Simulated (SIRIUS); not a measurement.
Input of a SIRIUS 7.12.0 run:

Contents of sirius.json:

```json
{
  "control": {
    "processing_unit": "cpu",
    "std_evp_solver_name": "lapack",
    "gen_evp_solver_name": "lapack",
    "verbosity": 2,
    "print_forces": true,
    "ortho_rf": true,
    "use_second_variation": true,
    "rmt_max": 3.0,
    "num_bands_to_print": 24,
    "save_wf": true
  },
  "parameters": {
    "electronic_structure_method": "full_potential_lapwlo",
    "xc_functionals": ["XC_GGA_X_PBE", "XC_GGA_C_PBE"],
    "core_relativity": "dirac",
    "valence_relativity": "iora",
    "num_fv_states": 24,
    "smearing": "fermi_dirac",
    "smearing_width": 0.0073498644,
    "pw_cutoff": 20,
    "gk_cutoff": 3.78,
    "lmax_apw": 10,
    "lmax_rho": 8,
    "lmax_pot": 8,
    "num_mag_dims": 0,
    "auto_rmt": 0,
    "ngridk": [9, 9, 9],
    "shiftk": [0, 0, 0],
    "num_dft_iter": 80,
    "energy_tol": 1e-07,
    "density_tol": 1e-05,
    "use_symmetry": true
  },
  "settings": {"tol_ne": 1e-10},
  "iterative_solver": {"type": "exact"},
  "mixer": {"type": "anderson", "beta": 0.5, "max_history": 8},
  "unit_cell": {
    "lattice_vectors": [[0.0, 5.1060399887, 5.1060399887], [5.1060399887, 0.0, 5.1060399887], [5.1060399887, 5.1060399887, 0.0]],
    "atom_types": ["S", "Zn"],
    "atom_files": {"S": "S.json", "Zn": "Zn.json"},
    "atoms": {"S": [[0.0, 0.0, 0.0]], "Zn": [[0.75, 0.75, 0.75]]}
  }
}
```

Contents of S.json:

```json
{
  "name": "sulphur",
  "symbol": "S",
  "number": 16,
  "mass": 32.065,
  "rmin": 1e-06,
  "rmt": 2.13,
  "nrmt": 800,
  "rinf": 13.52,
  "core": "1s",
  "valence": [
    {"basis": [{"enu": -0.07, "dme": 0, "n": 0, "auto": 0}, {"enu": -0.07, "dme": 1, "n": 0, "auto": 0}]},
    {"l": 0, "n": 1, "basis": [{"enu": -0.1066, "dme": 0, "n": 0, "auto": 0}]},
    {"l": 1, "n": 2, "basis": [{"enu": 0.03, "dme": 0, "n": 0, "auto": 0}]},
    {"l": 2, "n": 3, "basis": [{"enu": 0.03, "dme": 0, "n": 0, "auto": 0}]},
    {"l": 3, "n": 4, "basis": [{"enu": 0.03, "dme": 0, "n": 0, "auto": 0}]}
  ],
  "lo": [
    {
      "l": 0,
      "basis": [{"enu": -0.1066, "dme": 0, "n": 0, "auto": 0}, {"enu": -0.1066, "dme": 1, "n": 0, "auto": 0}]
    },
    {
      "l": 0,
      "basis": [{"enu": -0.1066, "dme": 1, "n": 0, "auto": 0}, {"enu": -0.1066, "dme": 2, "n": 0, "auto": 0}]
    },
    {
      "l": 0,
      "basis": [{"enu": -7.4463, "dme": 0, "n": 2, "auto": 1}, {"enu": -7.4463, "dme": 1, "n": 2, "auto": 1}]
    },
    {
      "l": 0,
      "basis": [{"enu": -0.1066, "dme": 0, "n": 0, "auto": 0}, {"enu": 2.5384, "dme": 0, "n": 0, "auto": 0}]
    },
    {"l": 1, "basis": [{"enu": 0.03, "dme": 0, "n": 0, "auto": 0}, {"enu": 0.03, "dme": 1, "n": 0, "auto": 0}]},
    {
      "l": 1,
      "basis": [{"enu": -5.4582, "dme": 0, "n": 2, "auto": 1}, {"enu": -5.4582, "dme": 1, "n": 2, "auto": 1}]
    },
    {
      "l": 1,
      "basis": [{"enu": -5.4582, "dme": 1, "n": 2, "auto": 1}, {"enu": 0.03, "dme": 0, "n": 0, "auto": 0}]
    },
    {"l": 1, "basis": [{"enu": 0.03, "dme": 0, "n": 0, "auto": 0}, {"enu": 4.0856, "dme": 0, "n": 0, "auto": 0}]},
    {"l": 2, "basis": [{"enu": 0.03, "dme": 0, "n": 0, "auto": 0}, {"enu": 0.03, "dme": 1, "n": 0, "auto": 0}]},
    {"l": 2, "basis": [{"enu": 0.03, "dme": 1, "n": 0, "auto": 0}, {"enu": 0.03, "dme": 2, "n": 0, "auto": 0}]},
    {"l": 2, "basis": [{"enu": 0.03, "dme": 0, "n": 0, "auto": 0}, {"enu": 3.4685, "dme": 0, "n": 0, "auto": 0}]},
    {"l": 3, "basis": [{"enu": 0.03, "dme": 0, "n": 0, "auto": 0}, {"enu": 0.03, "dme": 1, "n": 0, "auto": 0}]}
  ],
  "free_atom": [... radial grid and density of the free atom, the start of the SCF ...]
}
```

File Zn.json:

```json
{
  "name": "zinc",
  "symbol": "Zn",
  "number": 30,
  "mass": 65.38,
  "rmin": 1e-06,
  "rmt": 2.22,
  "nrmt": 800,
  "rinf": 14.28,
  "core": "1s2s2p",
  "valence": [
    {"basis": [{"enu": -0.07, "dme": 0, "n": 0, "auto": 0}, {"enu": -0.07, "dme": 1, "n": 0, "auto": 0}]},
    {"l": 0, "n": 1, "basis": [{"enu": 0.03, "dme": 0, "n": 0, "auto": 0}]},
    {"l": 1, "n": 2, "basis": [{"enu": 0.03, "dme": 0, "n": 0, "auto": 0}]},
    {"l": 2, "n": 3, "basis": [{"enu": 0.002, "dme": 0, "n": 0, "auto": 0}]},
    {"l": 3, "n": 4, "basis": [{"enu": 0.03, "dme": 0, "n": 0, "auto": 0}]}
  ],
  "lo": [
    {"l": 0, "basis": [{"enu": 0.03, "dme": 0, "n": 0, "auto": 0}, {"enu": 0.03, "dme": 1, "n": 0, "auto": 0}]},
    {
      "l": 0,
      "basis": [{"enu": -4.4569, "dme": 0, "n": 3, "auto": 1}, {"enu": -4.4569, "dme": 1, "n": 3, "auto": 1}]
    },
    {
      "l": 0,
      "basis": [{"enu": -4.4569, "dme": 1, "n": 3, "auto": 1}, {"enu": 0.03, "dme": 0, "n": 0, "auto": 0}]
    },
    {"l": 0, "basis": [{"enu": 0.03, "dme": 0, "n": 0, "auto": 0}, {"enu": 3.2765, "dme": 0, "n": 0, "auto": 0}]},
    {"l": 1, "basis": [{"enu": 0.03, "dme": 0, "n": 0, "auto": 0}, {"enu": 0.03, "dme": 1, "n": 0, "auto": 0}]},
    {
      "l": 1,
      "basis": [{"enu": -2.7979, "dme": 0, "n": 3, "auto": 1}, {"enu": -2.7979, "dme": 1, "n": 3, "auto": 1}]
    },
    {
      "l": 1,
      "basis": [{"enu": -2.7979, "dme": 1, "n": 3, "auto": 1}, {"enu": 0.03, "dme": 0, "n": 0, "auto": 0}]
    },
    {"l": 1, "basis": [{"enu": 0.03, "dme": 0, "n": 0, "auto": 0}, {"enu": 3.7635, "dme": 0, "n": 0, "auto": 0}]},
    {"l": 2, "basis": [{"enu": 0.002, "dme": 0, "n": 0, "auto": 0}, {"enu": 0.002, "dme": 1, "n": 0, "auto": 0}]},
    {"l": 2, "basis": [{"enu": 0.002, "dme": 1, "n": 0, "auto": 0}, {"enu": 0.002, "dme": 2, "n": 0, "auto": 0}]},
    {
      "l": 2,
      "basis": [{"enu": 0.002, "dme": 0, "n": 0, "auto": 0}, {"enu": 3.1673, "dme": 0, "n": 0, "auto": 0}]
    },
    {"l": 3, "basis": [{"enu": 0.03, "dme": 0, "n": 0, "auto": 0}, {"enu": 0.03, "dme": 1, "n": 0, "auto": 0}]},
    {"l": 3, "basis": [{"enu": 0.03, "dme": 0, "n": 0, "auto": 0}, {"enu": 3.5606, "dme": 0, "n": 0, "auto": 0}]}
  ],
  "free_atom": [... radial grid and density of the free atom, the start of the SCF ...]
}
```

sirius_start.json

```json
{
  "control": {
    "processing_unit": "cpu",
    "std_evp_solver_name": "lapack",
    "gen_evp_solver_name": "lapack",
    "verbosity": 1,
    "print_forces": false,
    "ortho_rf": true,
    "use_second_variation": true,
    "rmt_max": 3.0,
    "num_bands_to_print": 24,
    "save_wf": false
  },
  "parameters": {
    "electronic_structure_method": "full_potential_lapwlo",
    "xc_functionals": ["XC_LDA_X", "XC_LDA_C_PW"],
    "core_relativity": "dirac",
    "valence_relativity": "iora",
    "num_fv_states": 24,
    "smearing": "fermi_dirac",
    "smearing_width": 0.0055123983,
    "pw_cutoff": 20,
    "gk_cutoff": 3.03,
    "lmax_apw": 10,
    "lmax_rho": 8,
    "lmax_pot": 8,
    "num_mag_dims": 0,
    "auto_rmt": 0,
    "ngridk": [4, 4, 4],
    "shiftk": [0, 0, 0],
    "num_dft_iter": 30,
    "energy_tol": 0.01,
    "density_tol": 0.05,
    "use_symmetry": true
  },
  "settings": {"tol_ne": 1e-10},
  "iterative_solver": {"type": "exact"},
  "mixer": {"type": "anderson", "beta": 0.5, "max_history": 8},
  "unit_cell": {
    "lattice_vectors": [[0.0, 5.1060399887, 5.1060399887], [5.1060399887, 0.0, 5.1060399887], [5.1060399887, 5.1060399887, 0.0]],
    "atom_types": ["S", "Zn"],
    "atom_files": {"S": "S.json", "Zn": "Zn.json"},
    "atoms": {"S": [[0.0, 0.0, 0.0]], "Zn": [[0.75, 0.75, 0.75]]}
  }
}
```

Potentials or basis: all-electron FP-LAPW, apw+lo standard.

Launch:

```bash
$ OMP_NUM_THREADS=1 sirius.scf --input=sirius_start.json --output=start.json
$ OMP_NUM_THREADS=1 sirius.scf --input=sirius.json --output=output.json --task=1
```

**Question.** What does it give for the band gap on the k mesh?

**Answer.** 2.11 eV, direct.

**Measured values to compare with.**

From “Electronic, vibrational, and thermodynamic properties of ZnS (zincblende and rocksalt structure)”, 2009, arxiv:0911.5022, for a bulk crystal of ZnS at 19 K: band gap 3.85 eV (direct).

Measured gap of ZnS: 3.85 eV (direct; 19 K; quoted in “Electronic, vibrational, and thermodynamic properties of ZnS (zincblende and rocksalt structure)”, 2009, arxiv:0911.5022). This calculation gives 2.11 eV (-1.74 eV). The value is that of PBE, without temperature or zero-point motion. Semilocal functionals fall short of measured gaps as a rule.
